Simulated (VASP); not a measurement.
# GaAs, relaxation of the cell: which settings are enough?

GaAs, F-43m (no. 216), 2 atoms in the cell. PBE, spin-orbit coupling; PAW potentials As, Ga_d (PBE set). VASP 6.6.1.

Wanted: cell volume within 0.2 %; lattice lengths within 0.1 %; shortest distances from each atom, periodic images included within 0.005 Å.

What the run is for: cell; Accuracy asked: standard.

The series start from Plane-wave cutoff (eV): 430; k-point mesh: 6 × 6 × 6; Relaxation passes: 2; Ionic threshold (EDIFFG): -0.005; Electronic threshold (eV): 1e-6; Precision mode (PREC): Accurate; Relaxation algorithm: IBRION=2 POTIM=0.5. Each series keeps the choices made before it, and each single choice may use up half of a tolerance. Times cover all steps of a run.

## Plane-wave cutoff (eV)

| Plane-wave cutoff (eV) | Cell volume (Å³) | Lattice lengths, largest deviation against the largest value | Shortest distances from each atom, periodic images included, largest deviation (Å) | Time (s) |
|---|---|---|---|---|
| 280 | 47.08 | 0.31 % | 0.0077 | 90 |
| 330 | 47.51 | 0.0076 % | 0.0002 | 76 |
| 370 | 47.38 | 0.1 % | 0.0025 | 93 |
| 430 | 47.42 | 0.067 % | 0.0017 | 125 |
| 500 | 47.54 | 0.015 % | 0.0004 | 202 |
| 600 | 47.51 | 0.0066 % | 0.0002 | 228 |
| 750 (reference) | 47.52 | 0 % | 0.0000 | 311 |

Chosen: 500, the loosest value from which every tighter one stays within half of the tolerance.

## k-point mesh

| k-point mesh | Cell volume (Å³) | Lattice lengths, largest deviation against the largest value | Shortest distances from each atom, periodic images included, largest deviation (Å) | Time (s) |
|---|---|---|---|---|
| 3 × 3 × 3 | 49.7 | 1.5 % | 0.0379 | 66 |
| 4 × 4 × 4 | 48.25 | 0.52 % | 0.0130 | 118 |
| 5 × 5 × 5 | 47.6 | 0.068 % | 0.0017 | 158 |
| 6 × 6 × 6 | 47.54 | 0.03 % | 0.0008 | 202 |
| 7 × 7 × 7 | 47.5 | 0.002 % | 0.0001 | 208 |
| 9 × 9 × 9 (reference) | 47.5 | 0 % | 0.0000 | 277 |

Chosen: 6 × 6 × 6.

## Relaxation passes

| Relaxation passes | Cell volume (Å³) | Lattice lengths, largest deviation against the largest value | Shortest distances from each atom, periodic images included, largest deviation (Å) | Time (s) |
|---|---|---|---|---|
| 1 | 47.51 | 0.025 % | 0.0006 | 109 |
| 2 | 47.54 | 0 % | 0.0000 | 202 |
| 3 (reference) | 47.54 | 0 % | 0.0000 | 152 |

Chosen: 1.

## Ionic threshold (EDIFFG)

| Ionic threshold (EDIFFG) | Cell volume (Å³) | Lattice lengths, largest deviation against the largest value | Shortest distances from each atom, periodic images included, largest deviation (Å) | Time (s) |
|---|---|---|---|---|
| -0.05 | 47.57 | 0.033 % | 0.0008 | 65 |
| -0.02 | 47.57 | 0.033 % | 0.0008 | 61 |
| -0.01 | 47.5 | 0.018 % | 0.0004 | 75 |
| -0.005 | 47.51 | 0.013 % | 0.0003 | 109 |
| -0.002 (reference) | 47.52 | 0 % | 0.0000 | 137 |

Chosen: -0.01.

## Electronic threshold (eV)

| Electronic threshold (eV) | Cell volume (Å³) | Lattice lengths, largest deviation against the largest value | Shortest distances from each atom, periodic images included, largest deviation (Å) | Time (s) |
|---|---|---|---|---|
| 0.0001 | 47.52 | 0.0029 % | 0.0001 | 94 |
| 1e-5 | 47.6 | 0.053 % | 0.0013 | 72 |
| 1e-6 | 47.5 | 0.014 % | 0.0004 | 75 |
| 1e-7 (reference) | 47.52 | 0 % | 0.0000 | 71 |

Chosen: 1e-6.

## Precision mode (PREC)

| Precision mode (PREC) | Cell volume (Å³) | Lattice lengths, largest deviation against the largest value | Shortest distances from each atom, periodic images included, largest deviation (Å) | Time (s) |
|---|---|---|---|---|
| Normal | 47.49 | 0.0047 % | 0.0001 | 36 |
| Accurate (reference) | 47.5 | 0 % | 0.0000 | 75 |

Chosen: Normal.

## Relaxation algorithm

| Relaxation algorithm | Cell volume (Å³) | Lattice lengths, largest deviation against the largest value | Shortest distances from each atom, periodic images included, largest deviation (Å) | Time (s) |
|---|---|---|---|---|
| IBRION=2 POTIM=0.5 | 47.49 | 0 % | 0.0000 | 36 |
| IBRION=2 POTIM=0.2 | 47.7 | 0.15 % | 0.0036 | 27 |
| IBRION=1 POTIM=0.5 | 47.55 | 0.04 % | 0.0010 | 36 |
| IBRION=1 POTIM=0.2 | 47.56 | 0.05 % | 0.0013 | 33 |

Chosen: IBRION=2 POTIM=0.5; no other choice that stays within half of the tolerance saves 30 % of the time.

## All choices together

| Input | Cell volume (Å³) | Lattice lengths, largest deviation against the largest value | Shortest distances from each atom, periodic images included, largest deviation (Å) | Time (s) |
|---|---|---|---|---|
| the program's defaults (naive) | 47.72 | 0.11 % | 0.0028 | 17 |
| chosen settings | 47.49 | 0.043 % | 0.0011 | 36 |
| reference settings throughout | 47.55 | 0 % | 0.0000 | 739 |

The tolerance is met.

Values of the reference run: Lattice lengths: 4.067, 4.067, 4.067 Å; Shortest distances from each atom, periodic images included: 2.49, 2.49, 2.49, 2.49, 2.49, 2.49, 2.49, 2.49 Å.

## The input

INCAR.step1:
```
GGA      = PE             # functional
LSORBIT  = T              # spin-orbit coupling
MAGMOM   = 0 0 0 0 0 0    # initial moments
LORBIT   = 11             # projections on sites
ISMEAR   = 0              # smearing method
SIGMA    = 0.03           # smearing width, eV
LWAVE    = F              # write WAVECAR
LCHARG   = F              # write CHGCAR
NSW      = 80             # ionic steps
PREC     = Normal         # precision mode
LASPH    = T              # aspherical terms in the spheres
LREAL    = F              # projectors in reciprocal space
ALGO     = Normal         # electronic algorithm
EDIFF    = 1E-6           # SCF threshold, eV
NELM     = 200            # most SCF steps
GGA_COMPAT= F            
IBRION   = 2              # ionic algorithm
ISIF     = 3              # what is computed and relaxed
EDIFFG   = -0.01          # ionic threshold
NELMIN   = 4            
ENCUT    = 500            # plane-wave cutoff, eV
EFERMI   = MIDGAP       
KPAR     = 4            
POTIM    = 0.5            # step
```

INCAR.step2, as INCAR.step1 but for:
```
- NSW = 80
- IBRION = 2
- ISIF = 3
- EDIFFG = -0.01
- NELMIN = 4
- POTIM = 0.5
+ ISIF = 2
```

KPOINTS:
```
Automatic mesh
0
Gamma
  6 6 6
  0 0 0
```

POSCAR.step1:
```
GaAs
1.0
    0.0000000000      2.8268500000      2.8268500000
    2.8268500000      0.0000000000      2.8268500000
    2.8268500000      2.8268500000      0.0000000000
As Ga
1 1
Direct
    0.7500000000      0.7500000000      0.7500000000
    0.0000000000      0.0000000000      0.0000000000
```

Commands (each step's output is kept before the next begins):
```
cat potpaw_PBE.64/As/POTCAR potpaw_PBE.64/Ga_d/POTCAR > POTCAR
cp INCAR.step1 INCAR
cp POSCAR.step1 POSCAR
mpirun -np 4 vasp_ncl > vasp.out
cp CONTCAR POSCAR
cp INCAR.step2 INCAR
mpirun -np 4 vasp_ncl > vasp.out
```

The chosen input took VASP 6.6.1 36 s on 4 cores (Intel Xeon Platinum 8488C (Sapphire Rapids)), a shared host.
